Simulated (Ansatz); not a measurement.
## A failed many-body run on CdTe (F-43m)

A first try at the G0W0 gap of CdTe (F-43m), what the program said, and an input that works.

Main program and level: Ansatz 0.2.0; G0W0 on PBE, plane waves, PAW.

### Step 1. The structure

The structure is cubic, space group F-43m (No. 216). Conventional cell: a = 6.480 Å, b = 6.480 Å, c = 6.480 Å, α = 90.00°, β = 90.00°, γ = 90.00°. Cd has 4 Te at 2.81 Å nearest. Te has 4 Cd at 2.81 Å nearest. Farther neighbours and most contacts between anions are not listed.

Structure file:

```cif
data_structure
_symmetry_space_group_name_H-M 'P 1'
_symmetry_Int_Tables_number 1
_cell_length_a 4.5821
_cell_length_b 4.5821
_cell_length_c 4.5821
_cell_angle_alpha 60.000
_cell_angle_beta 60.000
_cell_angle_gamma 60.000
_cell_volume 68.02
loop_
_atom_site_label
_atom_site_type_symbol
_atom_site_fract_x
_atom_site_fract_y
_atom_site_fract_z
_atom_site_occupancy
Cd1 Cd 0.00000 0.00000 0.00000 1
Te2 Te 0.25000 0.25000 0.25000 1
```

The cell and positions come from the Crystallography Open Database and are kept as given unless a step says otherwise. Spin-orbit coupling is left out unless a step names it. The default PAW set here is soft_1. Its files were made with PBE.

### Step 2. First try

The input, input.yaml:

```yaml
crystal:
  lattice:
    - [0.0, 3.24, 3.24]
    - [3.24, 0.0, 3.24]
    - [3.24, 3.24, 0.0]
  atoms:
    - { symbol: Cd, position: [0.0, 0.0, 0.0] }
    - { symbol: Te, position: [0.25, 0.25, 0.25] }
kpoints:
  mp_grid: { grid: [4, 4, 4] }
hamiltonian:
  xc: pbe
  pseudopotentials: { kind: paw, azcp: { folder: "./paw" } }
scf:
  occupations: { method: fermi_dirac, width: 1.0 }
gw:
  n_empty_bands: 71
  ecut_chi: 60
  qp_bands: [v2, c2]
  qp_kpoints: band_edges
  screening: { model: contour_deformation }
```

The run is started by

```bash
$ ansatz run input.yaml --threads 3 --pin off --max-ram 92160MiB --backend cuda --events-out ev --progress --plain --runs-dir out --devices 1 --max-vram 13GiB
```

Numbers of over 12 decimals in the logs are rounded to 6 here.

Output:

```text
band count auto-derived: 34 (N_el = 36.0; filled up to band 18; 22 by the electrons, moments and atoms)
GPUs: using 1 of 1 available (devices: 1).
Engine: ansatz 0.2.0, x86_64-unknown-linux-gnu
Pseudopotentials: kind: paw
Pseudopotential: Cd, paw, valence charge 20, recommended cutoff 420 eV (normal), <dir>
Pseudopotential: Te, paw, valence charge 16, recommended cutoff 420 eV (normal), <dir>
Functional definition: PBE
  parameter kappa = 0.804
  parameter beta = 0.066725
  exchange = pbe_x(kappa = kappa, mu = beta*pi^2/3)
  correlation = pbe_c(beta = beta)
device memory: the entry about to start is reckoned to put 1.3 GiB on a device that reports 70.9 GiB free (of which the cap on the GPU budget leaves the run 13.0 GiB)
GPU FFT provider: cuFFT
GPU libraries: cuBLAS 13.8.2, cuFFT 12.4.0, cuSOLVER 12.3.4
Crystal: 2 atoms, lattice volume = 68.024 Å³
Basis set: ecut = 420 eV, 1363 PW (Γ)
Bands: 34, of which v1, the nominal top of the filled ones, is band 18 counted from 1 (17 counted from 0)
Symmetry: 24 space group operations
Space group: F-43m (ITA 216), of the structure as read, at distance tolerance 4.1e-5 Å
k-points: 8 of 64 (time reversal used)
Non-local potential: Cd, projectors of the file, l = 0: 3, l = 1: 2, l = 2: 2, l = 3: 1
Non-local potential: Te, projectors of the file, l = 0: 2, l = 1: 2, l = 2: 2, l = 3: 1
PAW form: soft (Blöchl's): semilocal exchange-correlation on the pseudo side does not see the compensation charge
PAW one-centre angular grid: Cd, 590 points (default); XC on 64 Gauss nodes
PAW one-centre angular grid: Te, 590 points (default); XC on 64 Gauss nodes
Initial density: superposition of atomic densities (chi_scale 0.1, normalization cell, long waves kept (reshape's long-wave potential 0.00 eV rms))
Initial wavefunctions: pseudopotential atomic-orbital guess
GPU buffer pool allocated for 32768 grid points (all kernels)
GPU transforms: local potential and band sums: pruned to the plane-wave sphere, on 30×32×32
Functional: x = pbe(κ = 0.804, μ = 0.219515), c = pbe(β = 0.066725)
SCF iter   1: F=—  HF=-15236.332487 eV  |F-HF|=—  |Δ(HF+E_count)|=         —  Δρ=1.93e-2  dr2=2.16e-1  ethr=3.10e-3  ⟨swp⟩=7.6  Hψ=1407  notcnv=0
preconditioner: auto → none  [metal: Δε(μ)=1.073 eV  Ē_g=18.361 eV  σ=1.000 eV  W_gap=0.26  n_scr=14 (ndim 8)  ℏωp=19.1 eV  f_vac=0.156  D(μ)=0.70/eV (n_scr^D=0)  sad-step TF]
SCF iter   2: F=—  HF=-15236.282573 eV  |F-HF|=—  |Δ(HF+E_count)|=   4.99e-2  Δρ=9.38e-3  dr2=4.84e-2  ethr=6.00e-4  ⟨swp⟩=2.2  Hψ=439  notcnv=0
SCF iter   3: F=—  HF=-15236.283179 eV  |F-HF|=—  |Δ(HF+E_count)|=   6.06e-4  Δρ=3.23e-3  dr2=4.92e-3  ethr=1.34e-4  ⟨swp⟩=2.9  Hψ=461  notcnv=0
SCF iter   4: F=—  HF=-15236.282900 eV  |F-HF|=—  |Δ(HF+E_count)|=   2.79e-4  Δρ=7.49e-4  dr2=3.23e-4  ethr=1.37e-5  ⟨swp⟩=2.0  Hψ=441  notcnv=0
SCF iter   5: F=—  HF=-15236.282849 eV  |F-HF|=—  |Δ(HF+E_count)|=   5.15e-5  Δρ=1.28e-4  dr2=5.96e-6  ethr=8.97e-7  ⟨swp⟩=2.9  Hψ=469  notcnv=0
SCF iter   6: F=—  HF=-15236.282854 eV  |F-HF|=—  |Δ(HF+E_count)|=   5.32e-6  Δρ=1.67e-5  dr2=2.77e-7  ethr=1.66e-8  ⟨swp⟩=2.0  Hψ=428  notcnv=0
SCF iter   7: F=-15236.282854 eV  HF=-15236.282854 eV  |F-HF|=2.76e-9  |Δ(HF+E_count)|=   5.98e-8  Δρ=4.26e-6  dr2=1.45e-8  ethr=2.78e-10  ⟨swp⟩=8.2  Hψ=1154  notcnv=0
SCF 1 converged in 7 iterations: F = -15236.282854 eV  dr2 = 1.45e-8
[...]
device memory: the entry about to start is reckoned to put 2.0 GiB on a device that reports 75.3 GiB free (of which the cap on the GPU budget leaves the run 13.0 GiB)
NSCF: frozen V_eff on 8 k-points
[...]
device memory: the entry about to start is reckoned to put 2.3 GiB on a device that reports 75.9 GiB free (of which the cap on the GPU budget leaves the run 13.0 GiB)
NSCF: frozen V_eff on 8 k-points
SCF converged after 7 iterations
Free energy (F): -15236.282854 eV
Harris-Foulkes:  -15236.282854 eV  (|F-HF|=2.76e-9)
Internal energy: -15233.739338 eV  (E = F + TS)
E sigma→0 (E₀):  -15235.011096 eV
Entropy (-TS):   -2.543516 eV (-1271.758 meV/atom)
Fermi energy:    8.387497 eV
--- Per-component energies (eV) ---
  E_band       = -791.236883
  E_kinetic    = 614.336002
  E_local      = -5804.349819  (includes V_loc(G=0)·N_el)
  E_nonlocal   = 185.462716
  E_hartree    = 2732.260904
  E_xc         = -279.114267
  E_vxc        = -298.135673  (∫ρ·V_xc dr)
  E_paw        = -8770.310982  (= ΣΔE_a)
  E_vpaw       = -953.073468  (= ΣTr[D̂ρ^β])
  E_aug_tail   = 0.000394  (compensation charges beyond the density's cutoff)
  E_ewald      = -3912.024287
  E_smearing   = -2.543516  (= −TS)
  E_closure    = -0.000000  (closes the sum)
  Σ components = -15236.282854   (vs F -15236.282854, Δ=0.00e0)
--- Band table (eV; the first three rows and the last of 8) ---
  k-point 0: bands = [... 14 lower, -0.5260, 7.3279, 7.3279, 7.3279, 8.1581, 12.0456, 12.0456, 12.0456, ... 12 higher]
  k-point 1: bands = [... 14 lower, -0.5266, 4.6501, 6.9083, 6.9083, 9.3874, 12.5901, 12.5901, 12.7237, ... 12 higher]
  k-point 2: bands = [... 14 lower, -0.1973, 2.9640, 6.5665, 6.5665, 9.2258, 12.6286, 12.6286, 14.4058, ... 12 higher]
  k-point 7: bands = [... 14 lower, 0.0135, 3.2142, 5.0400, 5.1654, 11.6390, 12.0514, 12.9883, 13.6972, ... 12 higher]
```

Elapsed: 11 s, on 1 × NVIDIA H100 80GB HBM3 (shared by 6 runs) with 3 threads of AMD EPYC 7R13 (Zen 3), shared host; peak memory 0.98 GiB.

**Diagnosis.**

The self-consistent loop converged; the step after it was not made.

The fault: smeared occupations of electronvolts. A wide smearing fills conduction states and empties valence ones, so the start is no longer the insulator.

### Step 3. A better input

Now the one-shot GW correction: screening in the RPA, then the self-energy of the levels asked for.

Changes to input.yaml since step 2:

```diff
@@ -14,3 +14,3 @@
 scf:
-  occupations: { method: fermi_dirac, width: 1.0 }
+  occupations: { method: fixed }
 gw:
```

Output:

```text
GPUs: using 1 of 1 available (devices: 1).
[...]
GPU FFT provider: cuFFT
GPU libraries: cuBLAS 13.8.2, cuFFT 12.4.0, cuSOLVER 12.3.4
Crystal: 2 atoms, lattice volume = 68.024 Å³
Basis set: ecut = 420 eV, 1363 PW (Γ)
Bands: 22, of which v1, the nominal top of the filled ones, is band 18 counted from 1 (17 counted from 0)
[... 1 set-up line as in the run before ...]
[...]
k-points: 8 of 64 (time reversal used)
[...]
GPU buffer pool allocated for 32768 grid points (all kernels)
[...]
SCF iter   1: F=—  HF=-15235.429300 eV  |F-HF|=—  |Δ(HF+E_count)|=         —  Δρ=2.14e-2  dr2=2.13e-1  ethr=3.10e-3  ⟨swp⟩=4.6  Hψ=693  notcnv=0  defer=13
[...]
SCF iter   7: F=-15235.410497 eV  HF=-15235.410497 eV  |F-HF|=1.50e-8  |Δ(HF+E_count)|=   1.78e-7  Δρ=3.60e-6  dr2=1.03e-8  ethr=2.78e-10  ⟨swp⟩=7.9  Hψ=795  notcnv=0
SCF 1 converged in 7 iterations: F = -15235.410497 eV  dr2 = 1.03e-8
[...]
0    17      7.4836   -17.9267     1.8411   -15.8956  0.7396     7.2918     7.2937  root
     0    18      7.4836   -17.9267     1.8411   -15.8956  0.7396     7.2918     7.2937  root
     0    19      8.2436    -9.3527    -3.5595   -13.3171  0.7605     8.6589     8.6486  root
     0    20     12.0835    -6.6240    -3.9560   -10.8587  0.7416    12.3670    12.3622  root
     1    17      7.0541   -17.3052     1.9152   -15.1479  0.7361     6.8088     6.8120  root
     1    18      7.0541   -17.3052     1.9152   -15.1479  0.7361     6.8088     6.8120  root
     1    19      9.4647    -8.7070    -3.6215   -12.7008  0.7546     9.8456     9.8369  root
     1    20     12.6353    -6.7439    -4.0874   -11.1248  0.7380    12.9343    12.9287  root
[...]
6    17      5.6167   -15.6897     2.3061   -12.9983  0.7164     5.2209     5.2315  root
     6    18      5.6167   -15.6897     2.3061   -12.9983  0.7164     5.2209     5.2315  root
     6    19     10.0843    -5.9179    -3.4618    -9.3846  0.7631    10.0891    10.0891  root
     6    20     10.1522    -8.1022    -3.5820   -11.9523  0.7534    10.4244    10.4203  root
[key lines of the parts left out:]
SCF converged after 7 iterations
Free energy (F): -15235.410497 eV
Fermi energy:    7.483641 eV
```

It took 18 s on 1 × NVIDIA H100 80GB HBM3 (shared by 6 runs) with 3 threads; peak memory 1.1 GiB.

This step gave:

| Property | Result |
| --- | --- |
| bands summed | 89 |
| RPA ε∞ on this mesh (eigenvalues) | 26.24, 26.24, 26.24 |
| plane waves in the screening matrix | 65 |
| q-points in the mesh | 64 |
| G0W0 gap on the mesh | 1.355 eV |
| k of the valence top | 0, 0, 0 |
| k of the conduction bottom | 0, 0, 0 |
| starting gap on the mesh | 0.7600 eV |
| Z at the valence top | 0.7396 |
| Z at the conduction bottom | 0.7605 |
| least direct G0W0 gap on the computed points | 1.355 eV |

The gap on the mesh goes from 0.76 eV to 1.35 eV, a correction of +0.59 eV. Between the two edge states, bare exchange in place of the xc potential would open the gap by 6.00 eV, and correlation takes back 5.40 eV.

### Step 4. What came out

| Item | Value |
| --- | --- |
| first try | the many-body step was refused after 11 s |
| better run | G0W0 gap on the mesh 1.35 eV (4×4×4 mesh, 71 empty bands, screening to 60 eV) |

**Reading.** The second run differs in: smearing (eV). Bands and cutoff are finite, so the gap is not at the basis limit. The miss can reach some tenths of an eV and take either sign; the mesh is an error of its own. The 4×4×4 mesh is coarse for this cell (its supercell is 18 Å along the shortest edge). The RPA ε∞ on it, from the PBE start, is 26.24; such meshes misread the long-range screening, most where the gap is narrow. The RPA ε∞ on this mesh reaches over 25; with a narrow direct gap a coarse mesh can overstate it, and the correction is then too small. The many-body steps are scalar-relativistic: spin-orbit coupling is not in them.

[Paths, hosts, dates, memory and timing lines, banners, echoed tables and standing remarks are left out of the program output.]

[Logs are printed without paths, hosts, clocks, repeated set-up lines and the standing remarks that a program may print on its own settings, such as how far it seeks lower states.]

[Runs of the session that timed out or met a known fault of the program may be left out.]

[Cells called generated may have been cut or substituted from an entry of the Crystallography Open Database or the Materials Project.]

[Hosts, paths, dates, database ids (printed as entryN), source tags and the programs' standing remarks are cut or masked in the printed files.]
